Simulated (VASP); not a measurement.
# In (I4/mmm) in VASP: settings compared, part 2 of 2

VASP 6.6.1. The steps go on from the part before.

**3. Relaxation of cell and atoms, LDA**

This run uses another cell than the first one, of 26.14 Å³/atom, 1.023 times its volume.

Input file INCAR:

```
  PREC = Accurate
  ENCUT = 600
  EDIFF = 1E-6
  ISMEAR = 1
  SIGMA = 0.1
  LREAL = False
  LASPH = True
  NELM = 80
  ALGO = Normal
  ISIF = 3
  LWAVE = False
  LCHARG = False
  GGA = CA
  IBRION = 2
  NSW = 90
  EDIFFG = -0.01
```

Input file KPOINTS:

```
Automatic mesh
0
Gamma
  16 16 16
```

Input file POSCAR:

```
In
1.0
   -1.6254700000      1.6254700000      2.4737000000
    1.6254700000     -1.6254700000      2.4737000000
    1.6254700000      1.6254700000     -2.4737000000
In
1
Direct
    0.0000000000      0.0000000000      0.0000000000
```

Potentials or basis: VASP PAW LDA potentials, release 64 (In_d).

Run with:

```sh
$ cat potpaw_LDA.64/In_d/POTCAR > POTCAR
$ mpirun -np 1 vasp_std > vasp.out
```

OUTCAR:

```text
PREC = Accurate
   ENCUT = 600
   EDIFF = 1E-6
   ISMEAR = 1
   LREAL = False
   LASPH = True
   NELM = 80
   ISIF = 3
   GGA = CA
   IBRION = 2
   NSW = 90
   EDIFFG = -0.01

 ion  position               nearest neighbor table
   1  0.000  0.000  0.000-

  LATTYP: Found a body centered tetragonal cell.
 ALAT       =     3.2509400000
 C/A-ratio  =     1.5218367611

  Lattice vectors:

 A1 = (  -1.6254700000,   1.6254700000,   2.4737000000)
 A2 = (   1.6254700000,  -1.6254700000,   2.4737000000)
 A3 = (   1.6254700000,   1.6254700000,  -2.4737000000)

Analysis of symmetry for initial positions (statically):
=====================================================================
 Subroutine PRICEL returns:
 Original cell was already a primitive cell.

 Routine SETGRP: Setting up the symmetry group for a
 body centered tetragonal supercell.

 Subroutine GETGRP returns: Found 16 space group operations
 (whereof 16 operations were pure point group operations)
 out of a pool of 16 trial point group operations.

The static configuration has the point symmetry D_4h.

Analysis of symmetry for dynamics (positions and initial velocities):
=====================================================================
 Subroutine PRICEL returns:
 Original cell was already a primitive cell.
[... 332 lines left out ...]

 number of electron      12.9999999 magnetization

 Free energy of the ion-electron system (eV)
  ---------------------------------------------------
  ext. energy  EPLUGINS =         0.00000000
  ---------------------------------------------------
  free energy    TOTEN  =        -3.22014398 eV

  energy without entropy =       -3.22046214  energy(sigma->0) =       -3.22025003

 E-fermi :   7.9284     XC(G=0): -10.8195

 val. band max:        7.9131057491   @ k =  -0.3750   0.0625   0.0000
 cond. band min:       7.9404610433   @ k =  -0.3750   0.3750   0.3750
 fundamental gap:      0.0273552942
 Fermi energy:         7.9284417985

 k-point     1 :       0.0000    0.0000    0.0000
  band No.  band energies     occupation
      1      -6.8251      2.00000
      2      -6.6306      2.00000
      3      -6.6306      2.00000
      4      -6.5901      2.00000
      5      -6.4049      2.00000
      6      -2.0665      2.00000
      7      18.9149      0.00000
      8      18.9149      0.00000
      9      19.1579      0.00000
     10      19.8134      0.00000
[... 287 lines left out ...]
 k-point    24 :      -0.0625    0.0625    0.0000
  band No.  band energies     occupation
      1      -6.8029      2.00000
      2      -6.6422      2.00000
      3      -6.6206      2.00000
      4      -6.5828      2.00000
      5      -6.4151      2.00000
      6      -1.9384      2.00000
      7      18.1014      0.00000
      8      18.3527      0.00000
      9      18.4539      0.00000
     10      19.2759      0.00000

 [... further k-points ...]

------------------------ aborting loop because EDIFF is reached ----------------------------------------

  FORCE on cell =-STRESS in cart. coord.  units (eV):
  Direction    XX          YY          ZZ          XY          YZ          ZX
  --------------------------------------------------------------------------------------
  -------------------------------------------------------------------------------------
  Total        0.0036287      0.0036287     -0.0016994      0.0000000     -0.0000000     -0.0000000
  in kB        0.2361756      0.2361756     -0.1106109      0.0000000     -0.0000000     -0.0000000
  external PRESSURE =       0.1205801 kB  Pullay stress =       0.0000000 kB
[... 16 lines left out ...]
  FREE ENERGIE OF THE ION-ELECTRON SYSTEM (eV)
  ---------------------------------------------------
  free  energy   TOTEN  =        -3.2201439807 eV

  energy  without entropy=       -3.2204621411  energy(sigma->0) =       -3.22025003

 reached required accuracy - stopping structural energy minimisation
```

CONTCAR:

```text
In
   1.00000000000000
    -1.5740313827841210    1.5740313827841212    2.4838993744619655
     1.5740313827841210   -1.5740313827841208    2.4838993744619655
     1.5740313827841210    1.5740313827841208   -2.4838993744619655
  In
     1
Direct
     1.0000000000000000    0.0000000000000000    1.0000000000000000

  0.00000000E+00  0.00000000E+00  0.00000000E+00
```

Run time: 3.3 min. Hardware: 1 thread of Intel Xeon 6975P-C (Granite Rapids), shared host; peak memory 0.24 GiB.

What came out:

- Free energy: -3.2201 eV
- Relaxed volume: 24.62 Å³/atom
- Relaxed cell: a = 3.335 Å, b = 3.335 Å, c = 3.335 Å, α = 123.68°, β = 123.68°, γ = 83.73°
- Space group after relaxing (to 0.05 Å): I4/mmm (No. 139)
- Energy gained by relaxing: 14.9 meV/atom
- Ionic steps: 10
- Pressure after relaxing: 0.0 GPa
- Band gap on the k mesh: none (metal or under the smearing width)

Step by step:
```csv
step,energy change (eV),largest force (eV/Å),pressure (GPa),volume (Å³)
1,0.0000,0.0000,-2.60,26.14
2,-0.0130,0.0000,0.15,24.57
3,-0.0130,0.0000,-0.02,24.64
4,-0.0130,0.0000,0.04,24.61
5,-0.0131,0.0000,0.01,24.61
6,-0.0132,0.0000,0.03,24.61
7,-0.0139,0.0000,0.03,24.61
8,-0.0149,0.0000,0.04,24.62
9,-0.0149,0.0000,0.02,24.62
10,-0.0149,0.0000,0.01,24.62
```

Final structure:
```
In
1.0
    -1.57403    1.57403    2.48390
     1.57403   -1.57403    2.48390
     1.57403    1.57403   -2.48390
In
1
Cartesian
  0.0000 3.1481 0.0000
```

LDA usually gives volumes a few per cent too small. Zero-point motion and thermal expansion aren't in these numbers.
